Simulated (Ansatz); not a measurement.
# ZnS: the cost of one run

Method: DFT r2SCAN, scalar-relativistic, plane waves, PAW, in Ansatz 0.2.0.

3 further runs of the same task are left out: 2 that didn't finish, 1 set aside as unsound or not needed.

**1. The structure to begin with**

The structure is trigonal, space group R3m (No. 160). The conventional cell has a = 3.807 Å, b = 3.807 Å, c = 28.062 Å, α = 90.00°, β = 90.00°, γ = 120.00°. Zn (site symmetry 3m) is surrounded by 4 S at 2.33 to 2.34 Å. Zn (site symmetry 3m) is surrounded by 4 S at 2.33 Å. S (site symmetry 3m) is surrounded by 4 Zn at 2.33 to 2.34 Å. S (site symmetry 3m) has 4 Zn at 2.33 Å as nearest neighbours.

As a file:

```xyz
6
Lattice="1.9036 1.0991 9.3541 -1.9036 1.0991 9.3541 0.0000 -2.1981 9.3541" Properties=species:S:1:pos:R:3 pbc="T T T"
Zn    0.0000    0.0000   28.0618
Zn    0.0000    0.0000    6.2378
Zn    0.0000    0.0000   12.4761
S     0.0000    0.0000    2.3365
S     0.0000    0.0000   14.8121
S     0.0000    0.0000    8.5700
```

It goes back to an entry of the Materials Project, which need not be the stable form.

It is the result of an earlier relaxation at this level (volume 19.57 Å³/atom; gap on the mesh: 2.75 eV).

**2. The reference cell**

The reference gives a free energy of -12700.3379 eV, pressure 0.04 GPa, largest force 0.004 eV/Å and gap on the mesh 2.75 eV. It was computed beforehand with the settings of the runs below.

**3. The scan: energy and stress against strain**

The cell is strained by ε times the Voigt pattern (1, 1, 0, 0, 0, 0) (xx, yy, zz, yz, xz, xy; engineering shear), with fractional coordinates fixed (clamped ions). The stress on the pattern is the sum of the stress components weighted by it, tension positive.

**4. ε = -0.0400**

Input file input.yaml:

```yaml
crystal:
  lattice:
    - [1.8274848229, 1.0550988544, 9.3541347981]
    - [-1.8274848229, 1.0550988544, 9.3541347981]
    - [0.0, -2.1101977088, 9.3541347981]
  atoms:
    - { symbol: Zn, position: [0.9999789175, 0.9999789175, 0.9999789175] }
    - { symbol: Zn, position: [0.2222813884, 0.2222813884, 0.2222813884] }
    - { symbol: Zn, position: [0.4445836769, 0.4445836769, 0.4445836769] }
    - { symbol: S, position: [0.0832619666, 0.0832619666, 0.0832619666] }
    - { symbol: S, position: [0.5278285134, 0.5278285134, 0.5278285134] }
    - { symbol: S, position: [0.3053915373, 0.3053915373, 0.3053915373] }
basis:
  ecutwfc: 500
kpoints:
  mp_grid: { grid: [6, 6, 6] }
hamiltonian:
  xc: r2scan
scf:
  occupations: { method: gaussian, width: 0.05 }
output:
  forces: true
  stress: true
  eigenvalues: true
```

Command:

```bash
$ ansatz run input.yaml --threads 1 --pin off --max-ram 2560MiB --backend cpu --events-out ev --progress --plain --runs-dir out
```

What time and memory should one allow on 1 thread of Arm Neoverse V1, shared host?

About 30 s, with a peak of 0.56 GiB.
